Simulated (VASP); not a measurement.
# Te (P3_121) in VASP: a series of runs

The runs below take Te through relaxation of cell and atoms, relaxation of shape and atoms at fixed volume, with PBE.

All numbers are computed with VASP 6.6.1; they aren't measurements. Logs are shortened: lines on timing, memory, paths and dates and some standing lists are left out, and cuts for length are marked.

### 1 Starting point

Symmetry: P3_121, No. 152, trigonal system. Conventional cell: a = 4.454 Å, b = 4.454 Å, c = 5.924 Å, α = 90.00°, β = 90.00°, γ = 120.00°. Te (site symmetry 2) has 2 Te at 2.86 Å as nearest neighbours.

### 2 Relaxation of cell and atoms, PBE

INCAR reads:

```
PREC = Accurate
ENCUT = 600
EDIFF = 1E-6
ISMEAR = 0
SIGMA = 0.03
LREAL = False
LASPH = True
NELM = 80
ALGO = Normal
ISIF = 3
LWAVE = False
LCHARG = False
GGA = PE
IBRION = 2
NSW = 90
EDIFFG = -0.01
```

KPOINTS reads:

```
regular mesh
0
Gamma
  9 9 6
```

POSCAR reads:

```
Te
1.0
    4.4540000000      0.0000000000      0.0000000000
   -2.2270000000      3.8572771485      0.0000000000
    0.0000000000      0.0000000000      5.9240000000
Te
3
Direct
    0.2690000000      0.0000000000      0.3333333333
    0.0000000000      0.2690000000      0.6666666667
    0.7310000000      0.7310000000      0.0000000000
```

Potentials or basis: VASP PAW PBE potentials, release 64 (Te).

The run is started by

```
cat potpaw_PBE.64/Te/POTCAR > POTCAR
mpirun -np 1 vasp_std > vasp.out
```

OUTCAR:

```text
PREC = Accurate
   ENCUT = 600
   EDIFF = 1E-6
   ISMEAR = 0
   LREAL = False
   LASPH = True
   NELM = 80
   ISIF = 3
   GGA = PE
   IBRION = 2
   NSW = 90
   EDIFFG = -0.01

 ion  position               nearest neighbor table
   1  0.269  0.000  0.333-   3 2.86   2 2.86   3 3.47   3 3.47   2 3.47   2 3.47
   2  0.000  0.269  0.667-   3 2.86   1 2.86   3 3.47   3 3.47   1 3.47   1 3.47
   3  0.731  0.731  0.000-   1 2.86   2 2.86   1 3.47   2 3.47   2 3.47   1 3.47

  LATTYP: Found a hexagonal cell.
 ALAT       =     4.4540000000
 C/A-ratio  =     1.3300404131

  Lattice vectors:

 A1 = (   4.4540000000,   0.0000000000,   0.0000000000)
 A2 = (  -2.2270000000,   3.8572771485,   0.0000000000)
 A3 = (   0.0000000000,   0.0000000000,   5.9240000000)

Analysis of symmetry for initial positions (statically):
=====================================================================
 Subroutine PRICEL returns:
 Original cell was already a primitive cell.

 Routine SETGRP: Setting up the symmetry group for a
 hexagonal supercell.

 Subroutine GETGRP returns: Found  6 space group operations
 (whereof  2 operations were pure point group operations)
 out of a pool of 24 trial point group operations.

The static configuration has the point symmetry C_2 .
 The point group associated with its full space group is D_3 .

Analysis of symmetry for dynamics (positions and initial velocities):
=====================================================================
 Subroutine PRICEL returns:
 Original cell was already a primitive cell.

 Routine SETGRP: Setting up the symmetry group for a
 hexagonal supercell.

 Subroutine GETGRP returns: Found  6 space group operations
 (whereof  2 operations were pure point group operations)
 out of a pool of 24 trial point group operations.

The dynamic configuration has the point symmetry C_2 .
 The point group associated with its full space group is D_3 .

 Subroutine INISYM returns: Found  6 space group operations
 (whereof  2 operations are pure point group operations),
 and found     1 'primitive' translations

----------------------------------------------------------------------------------------

                                     Primitive cell

  volume of cell :     101.7762

  direct lattice vectors                    reciprocal lattice vectors
     4.454000000  0.000000000  0.000000000     0.224517288  0.129625117  0.000000000
    -2.227000000  3.857277149  0.000000000     0.000000000  0.259250233  0.000000000
     0.000000000  0.000000000  5.924000000     0.000000000  0.000000000  0.168804862

  length of vectors
[... 109 lines left out ...]
   GGA     = PE    functional components
   LHFCALC =     F    Hartree Fock is set to
   AEXX    =    0.0000 exact exchange contribution
   IVDW    =     0    specifies the selected vdW correction
   LEPSILON=     F    determine dielectric tensor
   LRPA    =     F    only Hartree local field effects (RPA)
 conjugate gradient relaxation of ions
 non-spin polarized calculation
 Gauss-broadening in eV      SIGMA  =   0.03
  energy-cutoff  :      600.00
  volume of cell :      101.78
 maximum number of plane-waves:      3426
   NGX = 17   NGY = 17   NGZ = 23

--------------------------------------- Ionic step        1  -------------------------------------------

 number of electron      17.9999999 magnetization

 Free energy of the ion-electron system (eV)
  ---------------------------------------------------
  ext. energy  EPLUGINS =         0.00000000
  ---------------------------------------------------
  free energy    TOTEN  =        -9.41753413 eV

  energy without entropy =       -9.41753406  energy(sigma->0) =       -9.41753410

------------------------ aborting loop because EDIFF is reached ----------------------------------------

  FORCE on cell =-STRESS in cart. coord.  units (eV):
  Direction    XX          YY          ZZ          XY          YZ          ZX
  --------------------------------------------------------------------------------------
  -------------------------------------------------------------------------------------
  Total        0.8289475      0.8289475      1.1036823      0.0000000      0.0000000      0.0000000
  in kB       13.0494287     13.0494287     17.3743488      0.0000000      0.0000000      0.0000000
  external PRESSURE =      14.4910688 kB  Pullay stress =       0.0000000 kB
[... 246 lines left out ...]
--------------------------------------- Ionic step        8  -------------------------------------------

 number of electron      17.9999999 magnetization

 Free energy of the ion-electron system (eV)
  ---------------------------------------------------
  ext. energy  EPLUGINS =         0.00000000
  ---------------------------------------------------
  free energy    TOTEN  =        -9.43141583 eV

  energy without entropy =       -9.43141583  energy(sigma->0) =       -9.43141583

 E-fermi :   5.6407     XC(G=0):  -8.9271

 val. band max:        5.5336266814   @ k =   0.3333   0.3333   0.5000
 cond. band min:       5.7449731506   @ k =   0.3333   0.3333   0.5000
 fundamental gap:      0.2113464693
 Fermi energy:         5.6407314791

 k-point     1 :       0.0000    0.0000    0.0000
  band No.  band energies     occupation
      1      -7.8352      2.00000
      2      -4.6713      2.00000
      3      -4.6713      2.00000
      4       2.5685      2.00000
      5       2.8323      2.00000
      6       2.8323      2.00000
      7       3.9233      2.00000
      8       3.9233      2.00000
      9       4.7281      2.00000
     10       6.5306      0.00000
     11       6.5306      0.00000
     12       7.0869      0.00000
     13      10.5855      0.00000
[... 354 lines left out ...]
  band No.  band energies     occupation
      1      -7.2315      2.00000
      2      -5.4504      2.00000
      3      -4.1380      2.00000
      4       0.9202      2.00000
      5       1.4548      2.00000
      6       2.3357      2.00000
      7       3.7125      2.00000
      8       4.4175      2.00000
      9       4.9844      2.00000
     10       6.3763      0.00000
     11       6.9194      0.00000
     12       7.2975      0.00000
     13       9.3890      0.00000

 [... further k-points ...]

------------------------ aborting loop because EDIFF is reached ----------------------------------------

  FORCE on cell =-STRESS in cart. coord.  units (eV):
  Direction    XX          YY          ZZ          XY          YZ          ZX
  --------------------------------------------------------------------------------------
  -------------------------------------------------------------------------------------
  Total       -0.0110802     -0.0110802     -0.0210268     -0.0000000     -0.0000000     -0.0000000
  in kB       -0.1687599     -0.1687599     -0.3202524     -0.0000000     -0.0000000     -0.0000000
  external PRESSURE =      -0.2192574 kB  Pullay stress =       0.0000000 kB
[... 18 lines left out ...]
  FREE ENERGIE OF THE ION-ELECTRON SYSTEM (eV)
  ---------------------------------------------------
  free  energy   TOTEN  =        -9.4314158307 eV

  energy  without entropy=       -9.4314158299  energy(sigma->0) =       -9.43141583

 reached required accuracy - stopping structural energy minimisation
```

OSZICAR:

```text
N       E                     dE             d eps       ncg     rms          rms(c)
DAV:   1     0.848134823262E+02    0.84813E+02   -0.71926E+03  1612   0.124E+03
DAV:   2    -0.337094337574E+01   -0.88184E+02   -0.84706E+02  2127   0.164E+02
DAV:   3    -0.931829473271E+01   -0.59474E+01   -0.58779E+01  1967   0.480E+01
DAV:   4    -0.943229323981E+01   -0.11400E+00   -0.11384E+00  1970   0.788E+00
[... 57 lines left out ...]
DAV:   1    -0.943161935683E+01   -0.25155E-03   -0.18574E-02  1612   0.753E-01    0.766E-02
DAV:   2    -0.943151132085E+01    0.10804E-03   -0.75060E-04  1752   0.174E-01    0.478E-02
DAV:   3    -0.943142709178E+01    0.84229E-04   -0.11830E-04  1762   0.575E-02    0.262E-02
DAV:   4    -0.943141555414E+01    0.11538E-04   -0.22103E-05  1733   0.237E-02    0.418E-02
DAV:   5    -0.943141583067E+01   -0.27653E-06   -0.59411E-07   876   0.633E-03
   8 F= -.94314158E+01 E0= -.94314158E+01  d E =-.805712E-04
```

CONTCAR:

```text
Te
   1.00000000000000
     4.5158684289962903   -0.0000000000000001    0.0000000000000000
    -2.2579342144981451    3.9108567797048721    0.0000000000000000
     0.0000000000000000   -0.0000000000000000    5.9563095839055604
  Te
     3
Direct
     0.2690890890864247    0.0000000000000000    0.3333333332999970
     0.0000000000000001    0.2690890890864249    0.6666666667000030
     0.7309109109135753    0.7309109109135752    0.0000000000000000

  0.00000000E+00  0.00000000E+00  0.00000000E+00
  0.00000000E+00  0.00000000E+00  0.00000000E+00
  0.00000000E+00  0.00000000E+00  0.00000000E+00
```

Run time: 3 min. Hardware: 1 thread of AMD EPYC 9R45 (Zen 5), shared host; peak memory 0.26 GiB.

Results:

```yaml
Free_energy: -9.4314 eV
Relaxed_volume: 35.06 Å³/atom
Relaxed_cell: a = 4.516 Å, b = 4.516 Å, c = 5.956 Å, α = 90.00°, β = 90.00°, γ = 120.00°
Space_group_after_relaxing_to_0.05_Å: P3_121 (No. 152)
Energy_gained_by_relaxing: 4.6 meV/atom
Ionic_steps: 8
Pressure_after_relaxing: 0.0 GPa
Largest_force_after_relaxing: 0.007 eV/Å
Band_gap_on_the_k_mesh: 0.21 eV, direct
```

Forces on the atoms (eV/Å):
```
Te  -0.007  0.000  0.000
Te   0.004 -0.006  0.000
Te   0.004  0.006  0.000
```

Step by step:
| step | energy change (eV) | largest force (eV/Å) | pressure (GPa) | volume (Å³) |
| --- | --- | --- | --- | --- |
| 1 | 0.0000 | 0.1622 | 1.45 | 101.78 |
| 2 | -0.0076 | 0.1035 | -0.84 | 106.36 |
| 3 | -0.0133 | 0.0036 | 0.02 | 104.50 |
| 4 | -0.0135 | 0.0052 | 0.02 | 104.57 |
| 5 | -0.0138 | 0.0102 | 0.02 | 104.79 |
| 6 | -0.0138 | 0.0115 | 0.01 | 104.86 |
| 7 | -0.0138 | 0.0104 | 0.00 | 104.94 |
| 8 | -0.0139 | 0.0071 | -0.02 | 105.19 |

Final structure:
```
CELL_PARAMETERS angstrom
4.51587 0.00000 0.00000
-2.25793 3.91086 0.00000
0.00000 0.00000 5.95631
ATOMIC_POSITIONS crystal
Te 0.26909 0.00000 0.33333
Te 0.00000 0.26909 0.66667
Te 0.73091 0.73091 0.00000
```

Caveat: spin-orbit coupling is left out, which moves the levels of the heavy elements; an odd mesh through Γ misses points on the zone boundary, where band edges often lie.

(Part 1 of 3 ends here.)
